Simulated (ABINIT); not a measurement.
# CoSi2 (Fm-3m) in ABINIT: notebook

Runs on CoSi2. Level: PBE. Tasks: single point.

Program: ABINIT 10.8.3 (patched build). These are calculated values, not measurements. Logs are shortened: lines on timing, memory, paths and dates and some standing lists are left out, and cuts for length are marked. The log counts tension as positive stress, the text compression.

## 1. The structure

The structure is cubic, space group Fm-3m (No. 225). Conventional cell: a = 5.356 Å, b = 5.356 Å, c = 5.356 Å, α = 90.00°, β = 90.00°, γ = 90.00°. Around Co (site symmetry m-3m) lie 8 Si at 2.32 Å. Si (site symmetry -43m) has 4 Co at 2.32 Å as nearest neighbours.

## 2. Single point, PBE, collinear spin, ferromagnetic start

File run.abi:

```
pp_dirpath "./"
pseudos "Co.upf, Si.upf"

acell 7.1568915705 7.1568915705 7.1568915705
rprim
     0.0000000000     0.7071067812     0.7071067812
     0.7071067812     0.0000000000     0.7071067812
     0.7071067812     0.7071067812     0.0000000000
ntypat 2
znucl 27 14
natom 3
typat 1 2 2
xred
     0.0000000000     0.0000000000     0.0000000000
     0.7500000000     0.7500000000     0.7500000000
     0.2500000000     0.2500000000     0.2500000000

ecut 52.0

kptopt 1
ngkpt 9 9 9
nshiftk 1
shiftk 0.0 0.0 0.0

ixc 11

nband 17
occopt 3
tsmear 0.05 eV

nsppol 2
spinat
     0.0000000000     0.0000000000     2.0000000000
     0.0000000000     0.0000000000     0.0000000000
     0.0000000000     0.0000000000     0.0000000000

nstep 100
tolvrs 1.0e-10

iomode 3
prtwf 0
prtden 0
prteig 0
prtebands 0
```

Potentials or basis: PseudoDojo NC SR PBE v0.5 stringent.

Run with:

```sh
$ abinit run.abi > log 2>&1
```

run.abo:

```text
.Version 10.8.3 of ABINIT
 Symmetries : space group Fm -3 m (#225); Bravais cF (face-center cubic)
================================================================================
 Values of the parameters that define the memory need of the present run
     intxc =       0    ionmov =       0      iscf =       7    lmnmax =       6
     lnmax =       6     mgfft =      48  mpssoang =       3    mqgrid =    3001
     natom =       3  nloc_mem =       1    nspden =       2   nspinor =       1
    nsppol =       2      nsym =      48    n1xccc =    2501    ntypat =       2
    occopt =       3   xclevel =       2
       mpw =        4669          nfft =      110592          nkpt =          35
================================================================================
================================================================================

--------------------------------------------------------------------------------
------------- Echo of variables that govern the present computation ------------
--------------------------------------------------------------------------------
 -outvars: echo values of preprocessed input variables --------
            acell      7.1568915705E+00  7.1568915705E+00  7.1568915705E+00 Bohr
              amu      5.89332000E+01  2.80855000E+01
             ecut      5.20000000E+01 Hartree
              ixc          11
         kptrlatt        9    0    0      0    9    0      0    0    9
          kptrlen      6.44120241E+01
            natom           3
            nband          17
            ngfft          48      48      48
             nkpt          35
           nspden           2
           nsppol           2
            nstep         100
             nsym          48
           ntypat           2
           occopt           3
           prtden           0
        prtebands           0
           prteig           0
            prtwf           0
            rprim      0.0000000000E+00  7.0710678120E-01  7.0710678120E-01
                       7.0710678120E-01  0.0000000000E+00  7.0710678120E-01
                       7.0710678120E-01  7.0710678120E-01  0.0000000000E+00
          spgroup         225
           spinat      0.0000000000E+00  0.0000000000E+00  2.0000000000E+00
                       0.0000000000E+00  0.0000000000E+00  0.0000000000E+00
                       0.0000000000E+00  0.0000000000E+00  0.0000000000E+00
           tolvrs      1.00000000E-10
           tsmear      1.83746611E-03 Hartree
            typat      1  2  2
           xangst      0.0000000000E+00  0.0000000000E+00  0.0000000000E+00
                       4.0169999973E+00  4.0169999973E+00  4.0169999973E+00
                       1.3389999991E+00  1.3389999991E+00  1.3389999991E+00
            xcart      0.0000000000E+00  0.0000000000E+00  0.0000000000E+00
                       7.5910298427E+00  7.5910298427E+00  7.5910298427E+00
                       2.5303432809E+00  2.5303432809E+00  2.5303432809E+00
             xred      0.0000000000E+00  0.0000000000E+00  0.0000000000E+00
                       7.5000000000E-01  7.5000000000E-01  7.5000000000E-01
                       2.5000000000E-01  2.5000000000E-01  2.5000000000E-01
            znucl       27.00000   14.00000

================================================================================

 chkinp: Checking input parameters for consistency.

================================================================================
== DATASET  1 ==================================================================

--- !DatasetInfo
iteration_state: {dtset: 1, }
dimensions: {natom: 3, nkpt: 35, mband: 17, nsppol: 2, nspinor: 1, nspden: 2, mpw: 4669, }
cutoff_energies: {ecut:  52.0, pawecutdg:  -1.0, }
electrons: {nelect:   2.50000000E+01, charge:   0.00000000E+00, occopt:   3.00000000E+00, tsmear:   1.83746611E-03, }
meta: {optdriver: 0, ionmov: 0, optcell: 0, iscf: 7, paral_kgb: 0, }
...

 Exchange-correlation functional for the present dataset will be:
  GGA: Perdew-Burke-Ernzerhof functional - ixc=11
  J.P.Perdew, K.Burke, M.Ernzerhof, PRL 77, 3865 (1996)

 Real(R)+Recip(G) space primitive vectors, cartesian coordinates (Bohr,Bohr^-1):
 R(1)=  0.0000000  5.0606866  5.0606866  G(1)= -0.0988008  0.0988008  0.0988008
 R(2)=  5.0606866  0.0000000  5.0606866  G(2)=  0.0988008 -0.0988008  0.0988008
 R(3)=  5.0606866  5.0606866  0.0000000  G(3)=  0.0988008  0.0988008 -0.0988008
 Unit cell volume ucvol=  2.5921392E+02 bohr^3
 Angles (23,13,12)=  6.00000000E+01  6.00000000E+01  6.00000000E+01 degrees

 getcut: wavevector=  0.0000  0.0000  0.0000  ngfft=  48  48  48
         ecut(hartree)=     52.000   => boxcut(ratio)=   2.06609

--- Pseudopotential description ------------------------------------------------
- pspini: atom type   1  psp file is ./Co.upf
12 -101130 2 -1 1388                          pspcod,pspxc,lmax,lloc,mmax
     nproj     2     2     2

- pspini: atom type   2  psp file is ./Si.upf
12 -101130 2 -1 1510                          pspcod,pspxc,lmax,lloc,mmax
     nproj     2     2     2

   9.24983981E+02                                ecore*ucvol(ha*bohr**3)
--------------------------------------------------------------------------------

================================================================================

--- !BeginCycle
iteration_state: {dtset: 1, }
solver: {iscf: 7, nstep: 100, nline: 4, wfoptalg: 0, }
tolerances: {tolvrs: 1.00E-10, }
...

     iter   Etot(hartree)      deltaE(h)  residm     vres2   difmagsph maxmagsph
 ETOT  1  -161.67001605758    -1.617E+02 2.171E-01 1.929E+03 4.874E-01 4.874E-01
 ETOT  2  -159.28418446331     2.386E+00 1.400E-01 4.479E+04 4.441E-01 4.323E-02
 ETOT  3  -161.71196159588    -2.428E+00 2.688E-02 1.129E+04 8.424E-02 1.275E-01
 ETOT  4  -161.29947776727     4.125E-01 8.806E-03 1.765E+04 1.662E-02 1.109E-01
 ETOT  5  -161.87147246702    -5.720E-01 2.308E-02 9.369E+03 5.402E-02 1.649E-01
 ETOT  6  -162.43446559446    -5.630E-01 3.772E-03 1.322E+03 5.178E-02 1.131E-01
 ETOT  7  -162.52492064335    -9.046E-02 2.015E-03 1.210E+02 6.973E-02 4.336E-02
 ETOT  8  -162.52257433375     2.346E-03 2.380E-04 1.502E+02 1.683E-02 2.653E-02
 ETOT  9  -162.53323274212    -1.066E-02 3.035E-04 1.000E+00 1.312E-02 1.341E-02
 ETOT 10  -162.53306736191     1.654E-04 1.272E-04 3.485E+00 1.081E-02 2.604E-03
 ETOT 11  -162.53329791847    -2.306E-04 8.523E-05 3.737E-02 2.944E-03 3.402E-04
 ETOT 12  -162.53330095701    -3.039E-06 9.006E-05 1.524E-03 2.624E-04 7.781E-05
 ETOT 13  -162.53330109416    -1.372E-07 6.599E-05 4.448E-06 1.284E-04 5.058E-05
 ETOT 14  -162.53330109483    -6.627E-10 8.001E-05 6.812E-08 4.045E-05 1.014E-05
 ETOT 15  -162.53330109486    -3.195E-11 5.895E-05 4.488E-08 1.003E-05 3.529E-07
 ETOT 16  -162.53330109484     2.140E-11 6.828E-05 4.389E-09 7.719E-07 6.691E-07
 ETOT 17  -162.53330109483     5.400E-12 4.979E-05 1.496E-11 2.414E-07 4.277E-07

 At SCF step   17       vres2   =  1.50E-11 < tolvrs=  1.00E-10 =>converged.

 Cartesian components of stress tensor (hartree/bohr^3)
  sigma(1 1)= -1.69835913E-05  sigma(3 2)=  0.00000000E+00
  sigma(2 2)= -1.69835913E-05  sigma(3 1)=  0.00000000E+00
  sigma(3 3)= -1.69835913E-05  sigma(2 1)=  0.00000000E+00

--- !ResultsGS
iteration_state: {dtset: 1, }
comment   : Summary of ground state results
lattice_vectors:
- [  0.0000000,   5.0606866,   5.0606866, ]
- [  5.0606866,   0.0000000,   5.0606866, ]
- [  5.0606866,   5.0606866,   0.0000000, ]
lattice_lengths: [   7.15689,    7.15689,    7.15689, ]
lattice_angles: [ 60.000,  60.000,  60.000, ] # degrees, (23, 13, 12)
lattice_volume:   2.5921392E+02
convergence: {deltae:  5.400E-12, res2:  1.496E-11, residm:  4.979E-05, diffor: null, }
etotal    :  -1.62533301E+02
entropy   :   0.00000000E+00
fermie    :   3.33714216E-01
cartesian_stress_tensor: # hartree/bohr^3
- [ -1.69835913E-05,   0.00000000E+00,   0.00000000E+00, ]
- [  0.00000000E+00,  -1.69835913E-05,   0.00000000E+00, ]
- [  0.00000000E+00,   0.00000000E+00,  -1.69835913E-05, ]
pressure_GPa:   4.9967E-01
xred      :
- [  0.0000E+00,   0.0000E+00,   0.0000E+00, Co]
- [  7.5000E-01,   7.5000E-01,   7.5000E-01, Si]
- [  2.5000E-01,   2.5000E-01,   2.5000E-01, Si]
cartesian_forces: # hartree/bohr
- [ -0.00000000E+00,  -0.00000000E+00,  -0.00000000E+00, ]
- [ -0.00000000E+00,  -0.00000000E+00,  -0.00000000E+00, ]
- [ -0.00000000E+00,  -0.00000000E+00,  -0.00000000E+00, ]
force_length_stats: {min:   0.00000000E+00, max:   0.00000000E+00, mean:   0.00000000E+00, }
...

 Integrated electronic and magnetization densities in atomic spheres:
 ------------------------------------------------------------------------------------------------------------
 Radius=ratsph(iatom), smearing ratsm=  0.0000. Diff(up-dn)=approximate z local magnetic moment.
    Atom    Radius    up_density   dn_density  Total(up+dn)  Diff(up-dn)
    1 Co   2.00000     7.760741     7.760742     15.521483    -0.000000
    2 Si   2.00000     0.874692     0.874692      1.749384     0.000000
    3 Si   2.00000     0.874692     0.874692      1.749384     0.000000
 ------------------------------------------------------------------------------------------------------------
  Sum:                 9.510125     9.510125     19.020250    -0.000000
 Total magnetization (from the atomic spheres):               -0.000000
 Total magnetization (exact up - dn):                         -0.000000

================================================================================

 ----iterations are completed or convergence reached----

 Mean square residual over all n,k,spin=   10.988E-08; max=  49.794E-06
 reduced coordinates (array xred) for    3 atoms
       0.000000000000      0.000000000000      0.000000000000
       0.750000000000      0.750000000000      0.750000000000
       0.250000000000      0.250000000000      0.250000000000
 rms dE/dt=  0.0000E+00; max dE/dt=  0.0000E+00; dE/dt below (all hartree)
    1       0.000000000000      0.000000000000      0.000000000000
    2       0.000000000000      0.000000000000      0.000000000000
    3       0.000000000000      0.000000000000      0.000000000000

 cartesian coordinates (angstrom) at end:
    1      0.00000000000000     0.00000000000000     0.00000000000000
    2      4.01699999732709     4.01699999732709     4.01699999732709
    3      1.33899999910903     1.33899999910903     1.33899999910903

 cartesian forces (hartree/bohr) at end:
    1     -0.00000000000000    -0.00000000000000    -0.00000000000000
    2     -0.00000000000000    -0.00000000000000    -0.00000000000000
    3     -0.00000000000000    -0.00000000000000    -0.00000000000000
 frms,max,avg= 0.0000000E+00 0.0000000E+00   0.000E+00  0.000E+00  0.000E+00 h/b

 cartesian forces (eV/Angstrom) at end:
    1     -0.00000000000000    -0.00000000000000    -0.00000000000000
    2     -0.00000000000000    -0.00000000000000    -0.00000000000000
    3     -0.00000000000000    -0.00000000000000    -0.00000000000000
 frms,max,avg= 0.0000000E+00 0.0000000E+00   0.000E+00  0.000E+00  0.000E+00 e/A
 length scales=  7.156891570500  7.156891570500  7.156891570500 bohr
              =  3.787263917443  3.787263917443  3.787263917443 angstroms
 Fermi (or HOMO) energy (hartree) =   0.33371   Average Vxc (hartree)=  -0.43477
 Magnetization (Bohr magneton)=  2.50050132E-07
 Total spin up =  1.24999999E+01   Total spin down =  1.25000001E+01
 Eigenvalues (hartree) for nkpt=  35  k points, SPIN UP:
 kpt#   1, nband= 17, wtk=  0.00137, kpt=  0.0000  0.0000  0.0000 (reduced coord)
  -3.14861   -1.80040   -1.80040   -1.80040   -0.14800    0.18458    0.18458    0.18458
   0.26562    0.26562    0.36210    0.46068    0.46068    0.46068    0.46097    0.46097
   0.46097
      occupation numbers for kpt#   1
   1.00000    1.00000    1.00000    1.00000    1.00000    1.00000    1.00000    1.00000
   1.00000    1.00000    0.00000    0.00000    0.00000    0.00000    0.00000    0.00000
   0.00000
 prteigrs : prtvol=0 or 1, do not print more k-points.

 Eigenvalues (hartree) for nkpt=  35  k points, SPIN DOWN:
 kpt#   1, nband= 17, wtk=  0.00137, kpt=  0.0000  0.0000  0.0000 (reduced coord)
  -3.14861   -1.80040   -1.80040   -1.80040   -0.14800    0.18458    0.18458    0.18458
   0.26562    0.26562    0.36210    0.46068    0.46068    0.46068    0.46097    0.46097
   0.46097
      occupation numbers for kpt#   1
   1.00000    1.00000    1.00000    1.00000    1.00000    1.00000    1.00000    1.00000
   1.00000    1.00000    0.00000    0.00000    0.00000    0.00000    0.00000    0.00000
   0.00000
 prteigrs : prtvol=0 or 1, do not print more k-points.

--- !EnergyTerms
iteration_state     : {dtset: 1, }
comment             : Components of total free energy in Hartree
kinetic             :  7.32063979392080E+01
hartree             :  6.01713574486271E+01
xc                  : -3.14655254521386E+01
Ewald energy        : -8.52028050387277E+01
psp_core            :  3.56841944044935E+00
local_psp           : -1.63880274316122E+02
non_local_psp       : -1.89304916637701E+01
internal            : -1.62532921642474E+02
'-kT*entropy'       : -3.79452358369969E-04
total_energy        : -1.62533301094833E+02
total_energy_eV     : -4.42275643392582E+03
band_energy         : -1.39174276120443E+01
...

 Cartesian components of stress tensor (hartree/bohr^3)
  sigma(1 1)= -1.69835913E-05  sigma(3 2)=  0.00000000E+00
  sigma(2 2)= -1.69835913E-05  sigma(3 1)=  0.00000000E+00
  sigma(3 3)= -1.69835913E-05  sigma(2 1)=  0.00000000E+00

-Cartesian components of stress tensor (GPa)         [Pressure=  4.9967E-01 GPa]
- sigma(1 1)= -4.99674508E-01  sigma(3 2)=  0.00000000E+00
- sigma(2 2)= -4.99674508E-01  sigma(3 1)=  0.00000000E+00
- sigma(3 3)= -4.99674508E-01  sigma(2 1)=  0.00000000E+00

== END DATASET(S) ==============================================================
================================================================================

 -outvars: echo values of variables after computation  --------
            acell      7.1568915705E+00  7.1568915705E+00  7.1568915705E+00 Bohr
           etotal     -1.6253330109E+02
            fcart     -0.0000000000E+00 -0.0000000000E+00 -0.0000000000E+00
                      -0.0000000000E+00 -0.0000000000E+00 -0.0000000000E+00
                      -0.0000000000E+00 -0.0000000000E+00 -0.0000000000E+00
            rprim      0.0000000000E+00  7.0710678120E-01  7.0710678120E-01
                       7.0710678120E-01  0.0000000000E+00  7.0710678120E-01
                       7.0710678120E-01  7.0710678120E-01  0.0000000000E+00
           strten     -1.6983591340E-05 -1.6983591340E-05 -1.6983591340E-05
                       0.0000000000E+00  0.0000000000E+00  0.0000000000E+00
           xangst      0.0000000000E+00  0.0000000000E+00  0.0000000000E+00
                       4.0169999973E+00  4.0169999973E+00  4.0169999973E+00
                       1.3389999991E+00  1.3389999991E+00  1.3389999991E+00
             xred      0.0000000000E+00  0.0000000000E+00  0.0000000000E+00
                       7.5000000000E-01  7.5000000000E-01  7.5000000000E-01
                       2.5000000000E-01  2.5000000000E-01  2.5000000000E-01
 Calculation completed.
```

Wall time 5.2 min (1 thread of Arm Neoverse V1, shared host); peak memory 0.19 GiB.

What came out:

```
Free energy                                           : -4422.7564 eV
Pressure                                              : 0.5 GPa
Band gap on the k mesh                                : none (metal or under the smearing width)
Net moment                                            : 0.00 μB per cell
Valence electrons inside the program's atomic spheres : Co 15.52; Si 1.75
```

Levels at points of the mesh, in eV from the Fermi level:
Spin up:
```
           k point  band 10  band 11  band 12  band 13  band 14  band 15  band 16  band 17
(0.00, 0.00, 0.00)    -1.85     0.77     3.45     3.45     3.45     3.46     3.46     3.46
```
Spin down:
| k point | band 10 | band 11 | band 12 | band 13 | band 14 | band 15 | band 16 | band 17 |
| --- | --- | --- | --- | --- | --- | --- | --- | --- |
| (0.00, 0.00, 0.00) | -1.85 | 0.77 | 3.45 | 3.45 | 3.45 | 3.46 | 3.46 | 3.46 |

Caveat: the starting moments collapsed, and a magnetic state may lie lower.

## 3. Single point, PBE, collinear spin, ferromagnetic start

Changes to run.abi since step 2:

```diff
@@ -1,3 +1,3 @@
 pp_dirpath "./"
-pseudos "Co.upf, Si.upf"
+pseudos "Co_ONCV_PBE-1.2.upf, Si_ONCV_PBE-1.2.upf"
 
@@ -17,3 +17,3 @@
 
-ecut 52.0
+ecut 30.0
```

Potentials or basis: SG15 NC PBE v1.2.

Run with:

```sh
$ abinit run.abi > log 2>&1
```

It took 94 s on 1 thread of Arm Neoverse V1, shared host; peak memory 0.11 GiB.

The run converged. Its results:

| Property | Result |
| --- | --- |
| Free energy | -3903.2351 eV |
| Pressure | 1.0 GPa |
| Band gap on the k mesh | none (metal or under the smearing width) |
| Net moment | 0.00 μB per cell |
| Valence electrons inside the program's atomic spheres | Co 15.55; Si 1.77 |

Levels at points of the mesh, in eV from the Fermi level:
Spin up:
```csv
k point,band 11,band 12,band 13,band 14,band 15,band 16
"(0.00, 0.00, 0.00)",0.79,3.45,3.45,3.45,3.46,3.46
```
Spin down:
```tsv
k point	band 9	band 10	band 11	band 12	band 13	band 14	band 15	band 16	band 17
(0.00, 0.00, 0.00)	-1.86	-1.86	0.79	3.45	3.45	3.45	3.46	3.46	3.46
```

Caveat: the starting moments collapsed, and a magnetic state may lie lower.
